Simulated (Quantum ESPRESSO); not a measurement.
# Zr (P-1) in Quantum ESPRESSO: convergence with k mesh

Aim: find how far k mesh must go before the results for Zr settle, at PBE. This setting moves, with any that are tied to it; all else stays.

Everything below comes from runs of Quantum ESPRESSO 7.5. Logs are shortened: lines on timing, memory, paths and dates and some standing lists are left out, and cuts for length are marked.

## (1) The cell of the first run

The typed cell holds 2 atoms: a = 3.232 Å, b = 3.232 Å, c = 5.147 Å, α = 90.00°, β = 90.00°, γ = 120.00°.

The cell isn't the ideal one: atoms moved at random, drawn with an rms of 0.02 Å.

## (2) With k mesh 1 × 1 × 1

Input file pw.in:

```
&CONTROL
  calculation = 'scf'
  prefix = 'pwscf'
  outdir = './tmp'
  pseudo_dir = './pseudo'
  tprnfor = .true.
  tstress = .true.
  disk_io = 'nowf'
/
&SYSTEM
  ibrav = 0
  nat = 2
  ntyp = 1
  ecutwfc = 59
  nbnd = 19
  occupations = 'smearing'
  smearing = 'mv'
  degauss = 0.00367493
/
&ELECTRONS
  conv_thr = 4d-10
  electron_maxstep = 120
  mixing_beta = 0.5
/
ATOMIC_SPECIES
Zr    91.2240 40_Zr_12_2.0_2.5_pbe_n_v1.0.upf
CELL_PARAMETERS angstrom
   3.2320000000    0.0000000000    0.0000000000
  -1.6160000000    2.7989941050    0.0000000000
   0.0000000000    0.0000000000    5.1470000000
ATOMIC_POSITIONS crystal
Zr     0.6694070000    0.3264020000    0.7484920000
Zr     0.3303850000    0.6665370000    0.2489370000
K_POINTS automatic
1 1 1 0 0 0
```

Potentials or basis: SPMS 1.0 PBE.

The run is started by

```sh
OMP_NUM_THREADS=1 pw.x -in pw.in > pw.out
```

Wall time 2.1 s (1 thread of Arm Neoverse V2, shared host); peak memory 0.05 GiB.

Results:

```yaml
Free_energy: -2771.7889 eV
Pressure: 42.1 GPa
Largest_force: 0.826 eV/Å
```

## (3) With k mesh 3 × 3 × 2

pw.in, as its differences from that of step 2:

```diff
@@ -34,2 +34,2 @@
 K_POINTS automatic
-1 1 1 0 0 0
+3 3 2 0 0 0
```

Potentials or basis: SPMS 1.0 PBE.

The run is started by

```sh
OMP_NUM_THREADS=1 pw.x -in pw.in > pw.out
```

Run time: 5.7 s. Hardware: 1 thread of Arm Neoverse V2, shared host; peak memory 0.05 GiB.

What came out:

- Free energy: -2774.6090 eV
- Pressure: 0.0 GPa
- Largest force: 0.049 eV/Å
- Band gap on the k mesh: none (metal or under the smearing width)

## (4) With k mesh 4 × 4 × 2

pw.in, as its differences from that of step 3:

```diff
@@ -34,2 +34,2 @@
 K_POINTS automatic
-3 3 2 0 0 0
+4 4 2 0 0 0
```

The run is started by

```sh
OMP_NUM_THREADS=1 pw.x -in pw.in > pw.out
```

Run time: 11 s. Hardware: 1 thread of Arm Neoverse V2, shared host; peak memory 0.05 GiB.

Results:

```yaml
Free_energy: -2774.4454 eV
Pressure: 1.4 GPa
Largest_force: 0.049 eV/Å
Band_gap_on_the_k_mesh: none (metal or under the smearing width)
```

## (5) With k mesh 5 × 5 × 3

pw.in, as its differences from that of step 4:

```diff
@@ -34,2 +34,2 @@
 K_POINTS automatic
-4 4 2 0 0 0
+5 5 3 0 0 0
```

The run is started by

```sh
OMP_NUM_THREADS=1 pw.x -in pw.in > pw.out
```

It took 20 s on 1 thread of Arm Neoverse V2, shared host; peak memory 0.06 GiB.

What came out:

```yaml
Free_energy: -2774.5126 eV
Pressure: 0.9 GPa
Largest_force: 0.049 eV/Å
Band_gap_on_the_k_mesh: none (metal or under the smearing width)
```

## (6) With k mesh 7 × 7 × 4

pw.in, as its differences from that of step 5:

```diff
@@ -34,2 +34,2 @@
 K_POINTS automatic
-5 5 3 0 0 0
+7 7 4 0 0 0
```

Potentials or basis: SPMS 1.0 PBE.

The run is started by

```sh
OMP_NUM_THREADS=1 pw.x -in pw.in > pw.out
```

Run time: 47 s. Hardware: 1 thread of Arm Neoverse V2, shared host; peak memory 0.11 GiB.

The run converged. Its results:

| Quantity | Value |
| --- | --- |
| Free energy | -2774.5103 eV |
| Pressure | 0.8 GPa |
| Largest force | 0.008 eV/Å |
| Band gap on the k mesh | none (metal or under the smearing width) |

## (7) With k mesh 8 × 8 × 4

pw.in, as its differences from that of step 6:

```diff
@@ -34,2 +34,2 @@
 K_POINTS automatic
-7 7 4 0 0 0
+8 8 4 0 0 0
```

The run is started by

```sh
OMP_NUM_THREADS=1 pw.x -in pw.in > pw.out
```

Wall time 63 s (1 thread of Arm Neoverse V2, shared host); peak memory 0.13 GiB.

Results (log left out):

* Free energy: -2774.5300 eV
* Pressure: 1.0 GPa
* Largest force: 0.048 eV/Å
* Band gap on the k mesh: none (metal or under the smearing width)

## (8) With k mesh 9 × 9 × 5

pw.in, as its differences from that of step 7:

```diff
@@ -34,2 +34,2 @@
 K_POINTS automatic
-8 8 4 0 0 0
+9 9 5 0 0 0
```

The run is started by

```sh
OMP_NUM_THREADS=1 pw.x -in pw.in > pw.out
```

Run time: 1.7 min. Hardware: 1 thread of Arm Neoverse V2, shared host; peak memory 0.18 GiB.

The run converged. Its results:

```yaml
Free_energy: -2774.5212 eV
Pressure: 0.8 GPa
Largest_force: 0.034 eV/Å
Band_gap_on_the_k_mesh: none (metal or under the smearing width)
```

## (9) With k mesh 11 × 11 × 6

pw.in, as its differences from that of step 8:

```diff
@@ -34,2 +34,2 @@
 K_POINTS automatic
-9 9 5 0 0 0
+11 11 6 0 0 0
```

Potentials or basis: SPMS 1.0 PBE.

The run is started by

```sh
OMP_NUM_THREADS=1 pw.x -in pw.in > pw.out
```

Wall time 3.2 min (1 thread of Arm Neoverse V2, shared host); peak memory 0.29 GiB.

Results (log left out):

| Quantity | Value |
| --- | --- |
| Free energy | -2774.5185 eV |
| Pressure | 0.6 GPa |
| Largest force | 0.044 eV/Å |
| Band gap on the k mesh | none (metal or under the smearing width) |

## (10) With k mesh 13 × 13 × 7

pw.in, as its differences from that of step 9:

```diff
@@ -34,2 +34,2 @@
 K_POINTS automatic
-11 11 6 0 0 0
+13 13 7 0 0 0
```

Potentials or basis: SPMS 1.0 PBE.

The run is started by

```sh
OMP_NUM_THREADS=1 pw.x -in pw.in > pw.out
```

pw.out:

```text
This program is part of the open-source Quantum ESPRESSO suite
     for quantum simulation of materials; please cite
[... 6 lines left out ...]
     --------------------
     sticks:   dense  smooth     PW     G-vecs:    dense   smooth      PW
     Sum         595     595    187                19157    19157    3115

     Using Slab Decomposition

     bravais-lattice index     =            0
     lattice parameter (alat)  =       6.1076  a.u.
     unit-cell volume          =     314.2130 (a.u.)^3
     number of atoms/cell      =            2
     number of atomic types    =            1
     number of electrons       =        24.00
     number of Kohn-Sham states=           19
     kinetic-energy cutoff     =      59.0000  Ry
     charge density cutoff     =     236.0000  Ry
     scf convergence threshold =      4.0E-10
     mixing beta               =       0.5000
     number of iterations used =            8  plain     mixing
     Exchange-correlation= PBE
                           (   1   4   3   4   0   0   0)

     celldm(1)=   6.107595  celldm(2)=   0.000000  celldm(3)=   0.000000
     celldm(4)=   0.000000  celldm(5)=   0.000000  celldm(6)=   0.000000

     crystal axes: (cart. coord. in units of alat)
               a(1) = (   1.000000   0.000000   0.000000 )
               a(2) = (  -0.500000   0.866025   0.000000 )
               a(3) = (   0.000000   0.000000   1.592512 )

     reciprocal axes: (cart. coord. in units 2 pi/alat)
               b(1) = (  1.000000  0.577350 -0.000000 )
               b(2) = (  0.000000  1.154701  0.000000 )
               b(3) = (  0.000000 -0.000000  0.627939 )

     PseudoPot. # 1 for Zr read from file:
     40_Zr_12_2.0_2.5_pbe_n_v1.0.upf
     Pseudo is Norm-conserving + core correction, Zval = 12.0
     Generated using ONCVPSP code by D. R. Hamann
     Using radial grid of 1612 points,  6 beta functions with:
                l(1) =   0
                l(2) =   0
                l(3) =   1
                l(4) =   1
                l(5) =   2
                l(6) =   2

     atomic species   valence    mass     pseudopotential
     Zr               12.00    91.22400     Zr( 1.00)

     No symmetry found

   Cartesian axes

     site n.     atom                  positions (alat units)
         1        Zr     tau(   1) = (   0.5062060   0.2826724   1.1919828  )
         2        Zr     tau(   2) = (  -0.0028835   0.5772380   0.3964353  )

     number of k points=   592  Marzari-Vanderbilt smearing, width (Ry)=  0.0037

     Number of k-points >= 100: set verbosity='high' to print them.

     Dense  grid:    19157 G-vectors     FFT dimensions: (  30,  30,  48)

     Initial potential from superposition of free atoms

     starting charge      23.9953, renormalised to      24.0000
     Starting wfcs are   20 randomized atomic wfcs

     Self-consistent Calculation

     iteration #  1     ecut=    59.00 Ry     beta= 0.50
     Davidson diagonalization with overlap
     ethr =  1.00E-02,  avg # of iterations =  2.5

     Threshold (ethr) on eigenvalues was too large:
     Diagonalizing with lowered threshold

     Davidson diagonalization with overlap
     ethr =  1.14E-04,  avg # of iterations =  3.9

     total energy              =    -203.91985212 Ry
     estimated scf accuracy    <       0.03650071 Ry

     iteration #  2     ecut=    59.00 Ry     beta= 0.50
     Davidson diagonalization with overlap
     ethr =  1.52E-04,  avg # of iterations =  2.0

     total energy              =    -203.92273696 Ry
     estimated scf accuracy    <       0.00297477 Ry

     iteration #  3     ecut=    59.00 Ry     beta= 0.50
     Davidson diagonalization with overlap
     ethr =  1.24E-05,  avg # of iterations =  2.3

     total energy              =    -203.92304913 Ry
     estimated scf accuracy    <       0.00021948 Ry
[... 33 lines left out ...]
     total energy              =    -203.92307644 Ry
     estimated scf accuracy    <       0.00000003 Ry

     iteration #  9     ecut=    59.00 Ry     beta= 0.50
     Davidson diagonalization with overlap
     ethr =  1.08E-10,  avg # of iterations =  2.0

     total energy              =    -203.92307645 Ry
     estimated scf accuracy    <          1.2E-09 Ry

     iteration # 10     ecut=    59.00 Ry     beta= 0.50
     Davidson diagonalization with overlap
     ethr =  4.92E-12,  avg # of iterations =  2.5

     End of self-consistent calculation

     Number of k-points >= 100: set verbosity='high' to print the bands.

     the Fermi energy is    14.0204 ev

!    total energy              =    -203.92307645 Ry
     estimated scf accuracy    <          2.1E-11 Ry
     smearing contrib. (-TS)   =      -0.00003771 Ry
     internal energy E=F+TS    =    -203.92303874 Ry

     The total energy is F=E-TS. E is the sum of the following terms:
     one-electron contribution =     -38.08833221 Ry
     hartree contribution      =      28.65616582 Ry
     xc contribution           =     -40.35485185 Ry
     ewald contribution        =    -154.13602050 Ry

     convergence has been achieved in  10 iterations

     Forces acting on atoms (cartesian axes, Ry/au):

     atom    1 type  1   force =    -0.00057714    0.00037423    0.00023605
     atom    2 type  1   force =     0.00057714   -0.00037423   -0.00023605

     Total force =     0.001028     Total SCF correction =     0.000009

     Computing stress (Cartesian axis) and pressure

          total   stress  (Ry/bohr**3)                   (kbar)     P=        7.06
   0.00001468   0.00001456   0.00000000            2.16        2.14        0.00
   0.00001456   0.00003369   0.00000000            2.14        4.96        0.00
   0.00000000   0.00000000   0.00009555            0.00        0.00       14.06

=------------------------------------------------------------------------------=
   JOB DONE.
=------------------------------------------------------------------------------=
```

Run time: 5.1 min. Hardware: 1 thread of Arm Neoverse V2, shared host; peak memory 0.45 GiB.

What came out:

| Quantity | Value |
| --- | --- |
| Free energy | -2774.5148 eV |
| Pressure | 0.7 GPa |
| Largest force | 0.019 eV/Å |
| Band gap on the k mesh | none (metal or under the smearing width) |

## (11) Result

```
     k mesh  energy less the tightest run, at zero smearing (meV/atom)  pressure (GPa)  largest force (eV/Å)  SCF cycles  CPU time (s)  peak memory (GiB)
  1 × 1 × 1                                                    1362.93           42.10                 0.826          33           2.1               0.05
  3 × 3 × 2                                                     -47.11           -0.02                 0.049          11           5.7               0.05
  4 × 4 × 2                                                      34.68            1.37                 0.049          10            11               0.05
  5 × 5 × 3                                                       1.09            0.94                 0.049          10            20               0.06
  7 × 7 × 4                                                       2.24            0.76                 0.008           9            47               0.11
  8 × 8 × 4                                                      -7.59            1.00                 0.048           9            63               0.13
  9 × 9 × 5                                                      -3.18            0.80                 0.034          10           100               0.18
11 × 11 × 6                                                      -1.87            0.59                 0.044          10           190               0.29
13 × 13 × 7                                                       0.00            0.71                 0.019          10           310               0.45
```

Not settled before the last step: the energy (to 1 meV/atom), the pressure (to 0.1 GPa), the largest force (to 0.005 eV/Å). Meshes of other sizes hit other points, so gaps and Fermi surfaces needn't settle smoothly. The tightest run that finished is the yardstick and may itself not be fully converged.
